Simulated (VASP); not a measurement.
GeSb2Te4: single point with r2SCAN

The system is GeSb2Te4.

```
Ge Sb Te
1.0
     0.00000    6.35337    6.35337
     6.35337    0.00000    6.35337
     6.35337    6.35337    0.00000
Ge Sb Te
2 4 8
Direct
  0.25000 0.25000 0.25000
  0.00000 0.00000 0.00000
  0.62500 0.62500 0.62500
  0.12500 0.62500 0.62500
  0.62500 0.12500 0.62500
  0.62500 0.62500 0.12500
  0.38074 0.85778 0.38074
  0.38074 0.38074 0.38074
  0.38074 0.38074 0.85778
  0.85778 0.38074 0.38074
  0.39222 0.86926 0.86926
  0.86926 0.39222 0.86926
  0.86926 0.86926 0.39222
  0.86926 0.86926 0.86926
```

The cell was built by a generator and needn't be a form met in nature.

```
Program                : VASP 6.6.1
Task                   : single point
Functional             : r2SCAN
Potentials or basis    : VASP PAW PBE potentials, release 64 (Ge_d, Sb, Te)
Cutoff                 : 520 eV
k mesh                 : 4 × 4 × 4
Occupations            : gaussian, width 0.1 eV
Spin                   : no spin polarisation
Further INCAR settings : ALGO = Normal; EDIFF = 1e-06
```

```
Pressure               : -0.7 GPa
Largest force          : 0.014 eV/Å
Band gap on the k mesh : 0.72 eV, indirect (least direct gap 0.95 eV)
```

Forces in eV/Å, atoms in the order of the input:
```
Ge   0.000  0.000  0.000
Ge   0.000  0.000  0.000
Sb   0.000  0.000  0.000
Sb   0.000  0.000  0.000
Sb   0.000  0.000  0.000
Sb   0.000  0.000  0.000
Te   0.008 -0.008  0.008
Te  -0.008 -0.008 -0.008
Te   0.008  0.008 -0.008
Te  -0.008  0.008  0.008
Te   0.008 -0.008 -0.008
Te  -0.008  0.008 -0.008
Te  -0.008 -0.008  0.008
Te   0.008  0.008  0.008
```

Levels at points of the mesh, in eV from the valence-band top:
```
           k point  band 46  band 47  band 48  band 49  band 50  band 51
(0.00, 0.00, 0.00)    -1.06    -1.06    -0.43     0.72     0.72     0.72
(0.50, 0.00, 0.00)    -0.89    -0.54    -0.43     0.74     0.74     1.57
(0.50, 0.50, 0.00)    -0.42    -0.26    -0.26     1.18     1.18     1.66
```

Run time: 4.3 min on 4 MPI ranks on Intel(R) Xeon(R) 6975P-C (Granite Rapids), on a shared host, peak memory 0.92 GiB a rank.

Caveat: the PAW data sets were made with another functional, which shifts forces and pressure a little; spin-orbit coupling is left out, which moves the levels of the heavy elements. A k mesh can miss the band edges.
